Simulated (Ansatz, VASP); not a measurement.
This is a calculation of Pt for VASP 6.6.1.

The input INCAR:

```
SYSTEM = Pt
  PREC = Accurate
  ENCUT = 520
  EDIFF = 1E-6
  ISMEAR = -1
  SIGMA = 0.05
  LREAL = .False.
  LASPH = .True.
  NELM = 100
  ALGO = Normal
  ISIF = 2
  LWAVE = .False.
  LCHARG = .False.
  NBANDS = 11
```

File KPOINTS:

```
Automatic mesh
0
Gamma
  12 12 12
  0 0 0
```

The input POSCAR:

```
Pt
1.0
    0.0000000000      1.9993587835      1.9993587835
    1.9993587835      0.0000000000      1.9993587835
    1.9993587835      1.9993587835      0.0000000000
Pt
1
Direct
    0.0000000000      0.0000000000      0.0000000000
```

Potentials or basis: VASP PAW LDA potentials, release 64 (Pt).

Run with:

```console
$ cat potpaw_LDA.64/Pt/POTCAR > POTCAR
$ mpirun -np 1 vasp_std > vasp.out
```

Question: Set up the same calculation for Ansatz 0.2.0. Potentials there: all-electron LAPW, scalar-relativistic.

Answer: As run (the cutoff follows the program's own potentials):

Contents of input.yaml:

```yaml
crystal:
  lattice:
    - [0.0, 1.9993587835, 1.9993587835]
    - [1.9993587835, 0.0, 1.9993587835]
    - [1.9993587835, 1.9993587835, 0.0]
  atoms:
    - { symbol: Pt, position: [0.0, 0.0, 0.0] }
kpoints:
  mp_grid: { grid: [12, 12, 12] }
scf:
  occupations: { method: fermi_dirac, width: 0.05 }
hamiltonian:
  xc: lda
  pseudopotentials: { kind: all_electron, lapw: { basis_error: 0.001 } }
output:
  forces: true
  stress: true
  eigenvalues: true
```

Potentials or basis: all-electron LAPW, scalar-relativistic.

Command:

```console
$ ansatz run input.yaml --threads 1 --pin off --max-ram 3072MiB --backend cpu --events-out ev --progress --plain --runs-dir out
```

Both were run:

|  | VASP | Ansatz | Ansatz less VASP |
| --- | --- | --- | --- |
| gap on the k mesh at the Fermi level (eV) | none | none | - |
| pressure (GPa) | -19.1 | -19.6 | -0.54 |

A gap of «none» marks a metal or a gap that the smearing closes. Ansatz ran all-electron here, so the differences hold the error of VASP's frozen core and of both bases.

Caveats: so large a pressure means that the cell lies far from this level's equilibrium, or that cutoff or potentials fall short (VASP). The runs have no spin-orbit coupling, so splittings on Pt are missing.
